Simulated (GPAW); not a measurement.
# Ga (I4/mmm) in GPAW: single point with PBE

Aim: the single point of Ga with PBE.

All numbers are computed with GPAW 26.7.0; they aren't measurements. Logs are shortened: lines on timing, memory, paths and dates and some standing lists are left out, and cuts for length are marked. The log counts tension as positive stress, the text compression.

## Step 1: The crystal as given

Symmetry: I4/mmm, No. 139, tetragonal system. Conventional cell: a = 2.769 Å, b = 2.769 Å, c = 4.622 Å, α = 90.00°, β = 90.00°, γ = 90.00°. Ga (site symmetry 4/mmm) has 12 Ga at 2.77 to 3.03 Å as nearest neighbours.

This isn't the form of Ga at room conditions, which is orthorhombic.

## Step 2: Single point, PBE

Contents of run.py:

```python
from ase.dft.bandgap import bandgap
from ase.io import read, write
from ase.units import GPa
from gpaw import GPAW, PW

atoms = read('Ga.xyz')

calc = GPAW(mode=PW(500),
            xc='PBE',
            kpts={'size': (11, 11, 11), 'gamma': True},
            occupations={'name': 'fermi-dirac', 'width': 0.05},
            nbands=7,
            maxiter=120,
            txt='gpaw.txt')
atoms.calc = calc
energy = atoms.get_potential_energy()
forces = atoms.get_forces()
stress = atoms.get_stress()
calc.write('gs.gpw')
write('result.traj', atoms)
print(f'Energy: {energy:.6f} eV')
print('Forces (eV/A):')
print(forces.round(4))
print('Stress (GPa):', (stress / GPa).round(3))
print('Fermi level:', round(calc.get_fermi_level(), 4), 'eV')
print(f'Gap: {bandgap(calc)[0]:.4f} eV, direct: {bandgap(calc, direct=True)[0]:.4f} eV')
```

Contents of Ga.xyz:

```xyz
1
Lattice="-1.3843987196 1.3843987196 2.3112238365 1.3843987196 -1.3843987196 2.3112238365 1.3843987196 1.3843987196 -2.3112238365" Properties=species:S:1:pos:R:3 pbc="T T T"
Ga     0.0000000000      0.0000000000      0.0000000000
```

Potentials or basis: GPAW PAW data sets (gpaw-data 1.2.1), pw.

The run is started by

```
$ OMP_NUM_THREADS=1 python run.py
```

gpaw.txt:

```text
__  _  _
 | _ |_)|_||  |
 |__||  | ||/\| - 26.7.0

Input parameters:
  mode=PW(ecut=500.0),
  kpts=MonkhorstPack(size=(11, 11, 11), gamma=True),
  maxiter=120,
  nbands=7,
  occupations=Occupations(name='fermi-dirac', width=0.05),
  xc=XC(name='PBE')

Diagonalizing LCAO Hamiltonian
Converting LCAO to pw mode

       Ga

Atoms  # Å, Bohr magnetons
|   | symbol |        x |        y |        z |    initial magnetic moments |
|---|--------|----------|----------|----------|-----------------------------|
| 0 |     Ga | 0.000000 | 0.000000 | 0.000000 | ( 0.0000,  0.0000,  0.0000) |

Unit cell  # Å
| periodic |         x |         y |         z |  lengths |     angles |
|----------|-----------|-----------|-----------|----------|------------|
|      yes | -1.384399 |  1.384399 |  2.311224 | 3.029006 | 125.606528 |
|      yes |  1.384399 | -1.384399 |  2.311224 | 3.029006 | 125.606528 |
|      yes |  1.384399 |  1.384399 | -2.311224 | 3.029006 |  80.535805 |

Number of symmetries: 16
Symmetry operations  # r_c * U_cc + t_c -> r_c
|    | kind |            matrix            |
|----|------|------------------------------|
|  0 |  σ   |  1, 1, 1,  0, 0,-1,  0,-1, 0 |
|  1 |  C4  |  1, 1, 1,  0, 0,-1, -1, 0, 0 |
|  2 |  E   |  1, 0, 0,  0, 1, 0,  0, 0, 1 |
|  3 |  σ   |  1, 0, 0,  0, 1, 0, -1,-1,-1 |
|  4 |  σ   |  0, 1, 0,  1, 0, 0,  0, 0, 1 |
|  5 |  C2  |  0, 1, 0,  1, 0, 0, -1,-1,-1 |
|  6 |  C2  |  0, 0, 1, -1,-1,-1,  1, 0, 0 |
|  7 |  S4  |  0, 0, 1, -1,-1,-1,  0, 1, 0 |
|  8 |  C4  |  0, 0,-1,  1, 1, 1,  0,-1, 0 |
|  9 |  σ   |  0, 0,-1,  1, 1, 1, -1, 0, 0 |
| 10 |  σ   |  0,-1, 0, -1, 0, 0,  1, 1, 1 |
| 11 |  C2  |  0,-1, 0, -1, 0, 0,  0, 0,-1 |
| 12 |  C2  | -1, 0, 0,  0,-1, 0,  1, 1, 1 |
| 13 |  i   | -1, 0, 0,  0,-1, 0,  0, 0,-1 |
| 14 |  S4  | -1,-1,-1,  0, 0, 1,  1, 0, 0 |
| 15 |  C2  | -1,-1,-1,  0, 0, 1,  0, 1, 0 |

BZ-sampling:
  Number of BZ points: 1331
  Number of IBZ points: 126

  Monkhorst-Pack size: [11, 11, 11]
  Monkhorst-Pack shift: [0, 0, 0]

K-points  # in reciprocal-cell coordinates
|     |                                coordinates |     weight |
|-----|--------------------------------------------|------------|
|   0 | (  0.00000000,   0.00000000,   0.00000000) | 0.00075131 |
|   1 | (  0.09090909,  -0.09090909,   0.00000000) | 0.00300526 |
|   2 | (  0.09090909,  -0.09090909,   0.09090909) | 0.00300526 |
|   3 | (  0.09090909,   0.00000000,   0.00000000) | 0.00601052 |
|   4 | (  0.09090909,   0.09090909,  -0.09090909) | 0.00150263 |
|   5 | (  0.18181818,  -0.18181818,   0.00000000) | 0.00300526 |
|   6 | (  0.18181818,  -0.18181818,   0.09090909) | 0.00601052 |
|   7 | (  0.18181818,  -0.18181818,   0.18181818) | 0.00300526 |
|   8 | (  0.18181818,  -0.09090909,   0.00000000) | 0.01202104 |
|   9 | (  0.18181818,  -0.09090909,   0.09090909) | 0.00601052 |
| ... |                                            |            |
| 125 | (  0.45454545,   0.45454545,   0.45454545) | 0.00601052 |

Plane wave coefficients: 465
Cutoff: 500.0 eV

Spin-components: 1 (collinear spins)
Bands:           7
Projectors:      5
Spin-degeneracy: 2
Datatype:        complex128

Parallelization:
  kpt:    1
  domain: 1
  band:   1

Density:
  Valence electrons: 3.0
  Components: 1
  Grid points: [16 16 16]
  Charge: 0.0  # |e|

Potential:
  Grid points: [16 16 16]

species:
  Ga:
    name:    Gallium
    Z:       31.0
    valence: 3
    core:    28
    charge:  0.0  # [|e|]
    compensation charges:
      type: gauss
      rc: 0.37  # [Å]
      lmax: 2
    cutoffs:
      filter: 2.06  # [Å]
      core: 4.17  # [Å]
    projectors
    | kind |    occ | energy [eV] | rcut [Å] |
    |------|--------|-------------|----------|
    |   4s |  2.000 |      -8.945 |    1.164 |
    |   4p |  1.000 |      -2.580 |    1.164 |
    |    s |        |      18.266 |    1.164 |
    |    p |        |      24.631 |    1.164 |
    |    d |        |       0.000 |    1.164 |

    Using partial waves for Ga as LCAO basis

Reference energy: -52884.671529  # eV

eigensolver:
  PPCG
  Converge bands: occupied
  niter=2

density mixing:
  MSR1-Mixer
  Pratt-step length: 0.05
  Maximum mixing coefficient: 0.75
  Old densities: 10
  SVD Regularization: 0.005
  Good broyden scale: 1.0
  Trust region scale: 1.0
  Backstep threshold: 4.0
  History deletion threshold: 6.0
  Fourier metric: weight=20.0, sigma=0.015

occupation numbers:
  Fermi-Dirac:
    width: 0.0500  # eV

poisson solver:
  ecut: 4000.0  # eV

xc functional:
  name: PBE with 2 nearest neighbor stencil

convergence criteria:
- Maximum [total energy] change in last 3 cyles: 0.0005 eV / valence electron
- Maximum integral of absolute [dens]ity change: 0.0001 electrons / valence electron
- Maximum integral of absolute [eigenst]ate change: 4e-08 eV^2 / valence electron
maximum number of iterations: 120

SCF iterations
|iter     | |      energy | eigst |  dens |
|---------|-|-------------|-------|-------|
|iter:   1| |   -2.893390 | -0.93 |       |
|iter:   2| |   -2.892447 | -3.46 | -1.06 |
|iter:   3| |   -2.883739 | -3.70 | -1.08 |
|iter:   4| |   -2.883055 | -4.53 | -1.63 |
|iter:   5| |   -2.883054c| -6.08 | -2.91 |
|iter:   6| |   -2.883054c| -6.92 | -3.35 |
|iter:   7| |   -2.883054c| -8.09c| -4.73c|

Converged in 7 steps
Energy contributions relative to reference atoms: (reference = -52884.671529)

Energy contributions:
  Kinetic:          10.663329
  Coulomb:          -8.519650
  Zero:              0.008497
  External:          0.000000
  Xc:               -5.033515
  Entropy:          -0.003432
  Spinorbit:         0.000000
  ----------------------------
  Free energy:      -2.884770
  Extrapolated:     -2.883054

dipole moment: (-3.564543, -3.564543, -5.950928)  # |e|*Ang

Fermi level: 6.866
Eigenvalues  # (at kpt = [0.000, 0.000, 0.000])
| band index |      eig [eV] | occ [0-2] |
|------------|---------------|-----------|
|          0 |        -4.680 |     2.000 |
|          1 |        19.598 |     0.000 |
|          2 |        19.929 |     0.000 |
|          3 |        19.929 |     0.000 |
|          4 |        21.709 |     0.000 |
|          5 |        22.740 |     0.000 |
|          6 |        22.746 |     0.000 |

No gap
No difference between direct/indirect transitions

Forces  # eV/Ang
|        x |        y |        z |
|----------|----------|----------|
| -0.00000 | -0.00000 | -0.00000 |  # Ga   0

Stress tensor  # eV/Ang^3
|         x |         y |         z |
|-----------|-----------|-----------|
| -0.031013 |  0.000000 |  0.000000 |
|  0.000000 | -0.031013 |  0.000000 |
|  0.000000 |  0.000000 | -0.017440 |

# Writing to gs.gpw (mode='')
```

Wall time 7.8 s (1 thread of Arm Neoverse V1, shared host); peak memory 0.13 GiB.

Results:

- Free energy: -2.8848 eV
- Pressure: 4.2 GPa
- Band gap on the k mesh: none (metal or under the smearing width)

Levels at points of the mesh, in eV from the Fermi level:
```csv
k point,band 1,band 2,band 3,band 4
"(0.00, 0.00, 0.00)",-11.55,12.73,13.06,13.06
```

Caveat: the cutoff is short for stress and forces, so pressures can be off by a GPa or more.
